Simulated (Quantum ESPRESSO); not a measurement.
Runs of Quantum ESPRESSO 7.5 on MnO. The structure is cubic, space group Fm-3m (No. 225). Conventional cell: a = 4.444 Å, b = 4.444 Å, c = 4.444 Å, α = 90.00°, β = 90.00°, γ = 90.00°. Mn (site symmetry m-3m) has 6 O at 2.22 Å as nearest neighbours. Around O (site symmetry m-3m) lie 6 Mn at 2.22 Å. 

| spin | U | magnetic state asked for | iterations with occupations held | gap on the mesh (eV) | moment (μB) |
| --- | --- | --- | --- | --- | --- |
| collinear, ferromagnetic start | Mn d U = 4 eV | free | 8 | 0.49 | 5.00 |
| collinear, ferromagnetic start | Mn d U = 8 eV | free | 5 | 0.84 | 5.00 |
| collinear, ferromagnetic start | Mn d U = 2 eV | free | - | (b) | 5.00 |
| collinear, ferromagnetic start | Mn d U = 7 eV | free | - | 0.78 | 5.00 |
| off | Mn d U = 4 eV | nm | 5 | (a) | - |

Alike in all rows: task single point; level LDA+U; potentials or basis GBRV 1.5 LDA; cell as given; k mesh 3 × 3 × 3; cutoff (eV) 612; smearing gaussian 0.05 eV; the mesh is coarse, so values aren't converged.

Q: Fill in the values left out.

A: (a) none; (b) 0.17.

Caveats: all runs use coarse meshes; an odd mesh through Γ misses points on the zone boundary, where band edges often lie (some runs); a cell with one magnetic atom can't hold antiferromagnetic order, which such compounds often take (some runs); an odd number of electrons without spin polarisation forces a metal (some runs); a magnetic or distorted state may lie lower (some runs); U without spin polarisation on a metal has little footing (some runs).
